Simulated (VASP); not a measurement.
**SnSe: relaxation of cell and atoms with LDA**

SnSe:

```
Sn Se
1.0
     0.00000    3.01000    3.01000
     3.01000    0.00000    3.01000
     3.01000    3.01000    0.00000
Sn Se
1 1
Direct
  0.00000 0.00000 0.00000
  0.50000 0.50000 0.50000
```

Measurements of this composition are mostly on another form, of space group No. 62.

```json
{
 "Program": "VASP 6.6.1",
 "Task": "relaxation of cell and atoms",
 "Functional": "LDA",
 "Potentials or basis": "VASP PAW LDA potentials, release 64 (Sn_d, Se)",
 "Cutoff": "300 eV",
 "k mesh": "5 × 5 × 5",
 "Occupations": "gaussian, width 0.02 eV",
 "Spin": "no spin polarisation",
 "Further INCAR settings": "ALGO = Fast; EDIFF = 1e-07; IBRION = 2; EDIFFG = -0.005; NSW = 40; ISIF = 3"
}
```

The relaxed volume is 25.43 Å³/atom, the relaxed cell is a = 4.159 Å, b = 4.159 Å, c = 4.159 Å, α = 60.00°, β = 60.00°, γ = 60.00° and the space group after relaxing (to 0.05 Å) is Fm-3m (No. 225). The energy gained by relaxing is 22.3 meV/atom. The ionic steps are 3 and the pressure after relaxing is 0.0 GPa.

Step by step:
| step | energy change (eV) | largest force (eV/Å) | pressure (GPa) | volume (Å³) |
| --- | --- | --- | --- | --- |
| 1 | 0.0000 | 0.0000 | -3.66 | 54.54 |
| 2 | -0.0398 | 0.0000 | 1.41 | 49.77 |
| 3 | -0.0447 | 0.0000 | -0.02 | 50.87 |

Final structure:
```xyz
2
Lattice="0.0000 2.9409 2.9409 2.9409 0.0000 2.9409 2.9409 2.9409 0.0000" Properties=species:S:1:pos:R:3 pbc="T T T"
Sn    0.0000    0.0000    0.0000
Se    2.9409    2.9409    2.9409
```

Levels at points of the mesh, in eV from the Fermi level:
```csv
k point,band 6,band 7,band 8,band 9,band 10,band 11,band 12,band 13,band 14
"(0.00, 0.00, 0.00)",-14.50,-5.09,-2.50,-2.50,-2.50,4.35,4.35,4.35,5.66
```

It took 8.2 s on 1 thread of Intel(R) Xeon(R) Platinum 8488C (Sapphire Rapids) (shared host), peak memory 0.12 GiB.

Caveat: this odd mesh misses L, where the gap lies, so gap, dielectric constants and Born charges aren't listed. LDA usually gives volumes a few per cent too small.
